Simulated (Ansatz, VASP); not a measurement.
Sb in VASP and in Ansatz

INCAR

```
ALGO = Normal
EDIFF = 1E-7
ENCUT = 520
GGA = PE
ISIF = 2
ISMEAR = -1
LASPH = True
LCHARG = False
LREAL = False
LWAVE = False
NBANDS = 8
NELM = 100
PREC = Accurate
SIGMA = 0.1
```

The input KPOINTS:

```
k-points
0
Gamma
  11 11 11
```

Contents of POSCAR:

```
Sb
1.0
    3.0637547472      0.0000000000      0.0000000000
    0.0000000000      3.0637547472      0.0000000000
    0.0000000000      0.0000000000      3.0637547472
Sb
1
Direct
    0.0000000000      0.0000000000      0.0000000000
```

Input for Ansatz:

```yaml
crystal:
  lattice:
    - [3.0637547472, 0.0, 0.0]
    - [0.0, 3.0637547472, 0.0]
    - [0.0, 0.0, 3.0637547472]
  atoms:
    - { symbol: Sb, position: [0.0, 0.0, 0.0] }
hamiltonian:
  xc: pbe
  pseudopotentials:
    kind: paw
    azcp:
      Sb: "pseudopotentials/Sb.paw.azcp"
basis:
  ecutwfc: 420
  fft_grid_basis: typed
kpoints:
  mp_grid: { grid: [11, 11, 11], shift: [0, 0, 0] }
magnetization:
  spin_polarized: false
scf:
  occupations: { method: fermi_dirac, width: 0.1 }
  lower_state_search: "off"
output:
  stress: true
```

Alike in both runs: task single point; functional PBE; k mesh 11 × 11 × 11; occupations fermi-dirac, width 0.1 eV; no spin polarisation.

|  | VASP | Ansatz |
| --- | --- | --- |
| version | VASP 6.6.1 | Ansatz 0.2.0 |
| potentials or method | VASP PAW PBE potentials, release 64 (Sb) | plane waves (420 eV) with PAW, scalar-relativistic |
| plane-wave cutoff (eV) | 520 | 420 |
| valence electrons in the cell | 5 | 15 |

|  | VASP | Ansatz | Ansatz less VASP |
| --- | --- | --- | --- |
| pressure (GPa) | 3.0 | 3.0 | 0.00 |

The two sets of potentials don't hold the same shells in valence.

Spin-orbit coupling is left out, which matters for the levels of Sb.
